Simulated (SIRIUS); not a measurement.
# SiO2 in SIRIUS: the effect of potentials

Crystal: SiO2.

```
CELL_PARAMETERS angstrom
4.97559 0.00000 0.00000
0.00000 4.97559 0.00000
0.00000 0.00000 6.90089
ATOMIC_POSITIONS crystal
Si 0.80325 0.80325 0.50000
Si 0.69675 0.30325 0.25000
Si 0.30325 0.69675 0.75000
Si 0.19675 0.19675 0.00000
O 0.76176 0.11039 0.43204
O 0.88961 0.23824 0.06796
O 0.11039 0.76176 0.56796
O 0.26176 0.38961 0.81796
O 0.23824 0.88961 0.93204
O 0.73824 0.61039 0.31796
O 0.38961 0.26176 0.18204
O 0.61039 0.73824 0.68204
```

The cell comes from a database or a generator and needn't be the stable form of this composition.

Alike in all runs:

| Property | Result |
| --- | --- |
| Program | SIRIUS 7.12.0 |
| Task | single point |
| Functional | PBE |
| k mesh | 3 × 3 × 2 |
| Occupations | fermi-dirac, width 0.05 eV |
| Spin | no spin polarisation |

```csv
potentials,cutoff,pressure (GPa),largest force (eV/Å)
PseudoDojo 0.4.1 PBE standard (scalar relativistic),1152 eV,4.2,0.24
PseudoDojo 0.5 PBE standard (scalar relativistic),1152 eV,4.2,0.24
SPMS 1.0 PBE (norm-conserving),1152 eV,4.3,0.24
SSSP 1.3.0 PBE efficiency,828 eV,5.0,0.30
GBRV 1.5 PBE (ultrasoft),557 eV,5.0,0.30
SG15 1.2 PBE (norm-conserving),1152 eV,5.8,0.34
PseudoDojo 0.4 PBE stringent (scalar relativistic),1254 eV,?,?
```

Q: What does the run with potentials PseudoDojo 0.4 PBE stringent (scalar relativistic) give?

A: Pressure 4.5 GPa; largest force 0.25 eV/Å.

Caveats: all runs use coarse meshes.
